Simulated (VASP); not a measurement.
Set up this calculation in VASP 6.6.1, as the native input.

* Task: single point
* Functional: LDA
* Potentials or basis: VASP PAW LDA potentials, release 64 (N)
* Cutoff: 520 eV
* k mesh: 18 × 18 × 18
* Occupations: gaussian, width 0.1 eV
* Spin: no spin polarisation
* Dipole correction: no
* Further INCAR settings: ALGO = Fast; EDIFF = 1e-07; NBANDS = 12

The structure of N lies in POSCAR:

```
N
1.0
    2.5068812474      0.0000000000      0.0000000000
   -1.2534406237      2.1710228446      0.0000000000
    0.0000000000      0.0000000000      2.4018137189
N
2
Direct
    0.6666666667      0.3333333333      0.2500000000
    0.3333333333      0.6666666667      0.7500000000
```

The real solid is made of molecules; this cell is a model form.

These files were run (other wordings do the same):

INCAR

```
SYSTEM = N
ALGO = Fast
EDIFF = 1E-7
ENCUT = 520
GGA = CA
ISIF = 2
ISMEAR = 0
LASPH = .True.
LCHARG = .False.
LREAL = .False.
LWAVE = .False.
NBANDS = 12
NELM = 100
PREC = Accurate
SIGMA = 0.1
```

KPOINTS

```
k-points
0
Gamma
  18 18 18
  0 0 0
```

Potentials or basis: VASP PAW LDA potentials, release 64 (N).

The run is started by

```bash
$ cat potpaw_LDA.64/N/POTCAR > POTCAR
$ mpirun -np 1 vasp_std > vasp.out
```

It gave:

```yaml
Pressure: 0.2 GPa
Band_gap_on_the_k_mesh: none (metal or under the smearing width)
```

It took 23 s on 1 thread of Intel(R) Xeon(R) Platinum 8488C (Sapphire Rapids), on a shared host, peak memory 0.14 GiB.
